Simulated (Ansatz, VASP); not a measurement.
CaS (Oldhamite): VASP beside Ansatz

INCAR

```
SYSTEM = CaS
PREC = Accurate
ENCUT = 520
EDIFF = 1E-7
ISMEAR = -1
SIGMA = 0.05
LREAL = .False.
LASPH = .True.
NELM = 100
ALGO = Normal
ISIF = 2
LWAVE = .False.
LCHARG = .False.
GGA = PS
NBANDS = 15
```

KPOINTS

```
regular mesh
0
Gamma
  8 8 8
  0 0 0
```

The input POSCAR:

```
CaS
1.0
    0.0000000000      2.8804121851      2.8804121851
    2.8804121851      0.0000000000      2.8804121851
    2.8804121851      2.8804121851      0.0000000000
Ca S
1 1
Direct
    0.0000000000      0.0000000000      0.0000000000
    0.5000000000      0.5000000000      0.5000000000
```

input.yaml

```yaml
crystal:
  lattice:
    - [0.0, 2.8804121851, 2.8804121851]
    - [2.8804121851, 0.0, 2.8804121851]
    - [2.8804121851, 2.8804121851, 0.0]
  atoms:
    - { symbol: Ca, position: [0.0, 0.0, 0.0] }
    - { symbol: S, position: [0.5, 0.5, 0.5] }
hamiltonian:
  xc: pbesol
  pseudopotentials: { kind: paw }
kpoints:
  mp_grid: { grid: [8, 8, 8] }
scf:
  occupations: { method: fermi_dirac, width: 0.05 }
output:
  forces: true
  stress: true
  eigenvalues: true
  write_density: true
  write_potential: true
  elf: true
  volumetric_format: npy
```

Change from the starting cell: volume scaled by 1.04.

Alike in both runs: task single point; functional PBEsol; k mesh 8 × 8 × 8; occupations fermi-dirac, width 0.05 eV; no spin polarisation.

|  | VASP | Ansatz |
| --- | --- | --- |
| version | VASP 6.6.1 | Ansatz 0.2.0 |
| potentials or method | VASP PAW PBE potentials, release 64 (Ca_sv, S) | Ansatz PAW |
| plane-wave cutoff (eV) | 520 | 420 |
| valence electrons in the cell | 16 | 16 |

|  | VASP | Ansatz | Ansatz less VASP |
| --- | --- | --- | --- |
| gap on the k mesh at the Fermi level (eV) | 2.31 | 2.32 | +0.005 |
| least direct gap on the mesh (eV) | 3.11 | 3.11 | +0.004 |
| pressure (GPa) | -3.5 | -3.6 | -0.15 |

With one functional, cell and mesh, what is left measures potentials, basis and numerics.

Caveats: the PAW data sets were made with another functional, which shifts forces and pressure a little (VASP); the PAW data sets come from PBE, with cores solved anew for the run's functional, which leaves a small shift of forces and pressure (Ansatz). A k mesh can miss the band edges.
